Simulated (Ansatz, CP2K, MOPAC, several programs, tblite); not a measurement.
Energy against volume for rocksalt SrTe, at fixed shape and fractional coordinates, computed by several methods (PBE and r2SCAN, where shown, with plane waves in Ansatz); the cell shown is that of r2SCAN. The symmetry is Fm-3m (No. 225, cubic); conventional cell a = 6.706 Å, 37.69 Å³ an atom. Sr has 6 Te at 3.35 Å; Te has 6 Sr at 3.35 Å. (Simulation; spin polarisation is off.) Energies count from each curve's lowest point; fits are third-order Birch-Murnaghan.

Space group Fm-3m (No. 225). a = 6.706 Å, b = 6.706 Å, c = 6.706 Å, α = 90.00°, β = 90.00°, γ = 90.00°
```csv
atom,site,symmetry,x,y,z
Sr,4a,m-3m,0.0000,0.0000,0.0000
Te,4b,m-3m,0.5000,0.0000,0.0000
```

PBE/SZV (CP2K), on the shape of the cell shown:
```
V (Å³/atom)  E (meV/atom)
     33.166        267.15
     35.427        132.06
     37.688         51.87
     39.950         11.43
     42.211          0.00
```
The lowest point is an end point, so the minimum isn't bracketed.

GFN2-xTB (tblite), on the shape of the cell shown, as a cluster of 64 atoms at the zone centre:
```csv
V (Å³/atom),E (meV/atom)
33.166,206.47
35.427,135.77
37.688,29.75
39.950,7.74
42.211,0.00
```
This method closes the gap of a crystal that DFT finds insulating, so its curve rests on a wrong state.
The lowest point is an end point, so the minimum isn't bracketed.

PM7 (MOPAC), on the shape of the cell shown, as a cluster of 64 atoms at the zone centre:

| V (Å³/atom) | E (meV/atom) |
| --- | --- |
| 33.166 | 0.00 |
| 35.427 | 234.09 |
| 37.688 | 384.84 |
| 39.950 | 539.54 |
| 42.211 | 713.13 |

The lowest point is an end point, so the minimum isn't bracketed.

PBE/DZVP (CP2K), on the shape of the cell shown:

| V (Å³/atom) | E (meV/atom) |
| --- | --- |
| 33.166 | 82.91 |
| 35.427 | 21.24 |
| 37.688 | 0.00 |
| 39.950 | 8.14 |
| 42.211 | 37.70 |

V₀ = 38.09 Å³ an atom and B₀ = 33 GPa.

Task: r2SCAN, on the shape of its own relaxed cell, gives
```tsv
V (Å³/atom)	E (meV/atom)
35.427	16.67
36.558	3.99
37.688	0.00
38.819	3.44
39.950	13.22
```
What equilibrium volume and bulk modulus follow?

Result: V₀ = 37.70 Å³ an atom and B₀ = 35 GPa.

No spin-orbit coupling is included; it can move band edges with weight on the heavy atoms by tenths of an eV.
